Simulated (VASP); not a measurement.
Here is a VASP 6.6.1 calculation.

File INCAR:

```
SYSTEM = Ba
PREC = Accurate ; ENCUT = 520
EDIFF = 1E-6 ; ISMEAR = -1
SIGMA = 0.1 ; LREAL = .FALSE.
LASPH = .TRUE. ; NELM = 80
ALGO = Normal ; ISIF = 2
LWAVE = .FALSE. ; LCHARG = .FALSE.
GGA = B5 ; ALDAX = 1.0
AGGAX = 1.0 ; AGGAC = 1.0
ALDAC = 0.0 ; NBANDS = 17
```

The input KPOINTS:

```
Automatic mesh
0
G
  6 6 6
  0 0 0
```

Contents of POSCAR:

```
Ba
1.0
    0.0000000000      5.5147843282      5.5147843282
    5.5147843282      0.0000000000      5.5147843282
    5.5147843282      5.5147843282      0.0000000000
Ba
2
Direct
    0.1250000000      0.1250000000      0.1250000000
    0.8750000000      0.8750000000      0.8750000000
```

Potentials or basis: VASP PAW PBE potentials, release 64 (Ba_sv).

Run with:

```sh
$ cat potpaw_PBE.64/Ba_sv/POTCAR > POTCAR
$ mpirun -np 1 vasp_std > vasp.out
```

Predict the band gap on the k mesh.

none (metal or under the smearing width).

What does it give for the pressure?

0.0 GPa.

Caveat: the PAW data sets were made with another functional, which shifts forces and pressure a little. The run has no spin-orbit coupling, so splittings on Ba are missing.
